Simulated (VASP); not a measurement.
Input:

```
CELL_PARAMETERS angstrom
      0.00000     2.90247     2.90247
      2.90247     0.00000     2.90247
      2.90247     2.90247     0.00000
ATOMIC_POSITIONS crystal
  Li 0.00000 0.00000 0.00000
  I  0.50000 0.50000 0.50000
```

The numbers are results of LDA (Ceperley-Alder, Perdew-Zunger), VASP's LDA PAW potentials (set 64) (plane waves; VASP 6.6.1), not measurements. Run with 520 eV cut-off, 8×8×8 Γ-centred mesh, Gaussian smearing of 0.010 eV, potentials Li_sv I.

**Question.** Give the electronic dielectric tensor ε∞ (DFPT, local fields included).

**Answer.** 
```
4.50  0.00  0.00
0.00  4.50  0.00
0.00  0.00  4.50
```

**Question.** Give the Born effective charges.

**Answer.** 
```csv
atom,Z*xx,Z*yy,Z*zz,mean
Li1,1.29,1.29,1.29,1.29
I2,-1.29,-1.29,-1.29,-1.29
```

**Question.** And the static tensor with the ions free?

**Answer.** 
```
13.2  0.00  0.00
0.00  13.2  0.00
0.00  0.00  13.2
```

**Question.** Which frequencies do the optical Γ-point modes have (no LO-TO splitting)?

**Answer.** 169 (×3) cm⁻¹.

The compound is LiI in the rock salt structure. It was relaxed first, which changed the volume by -10 %.
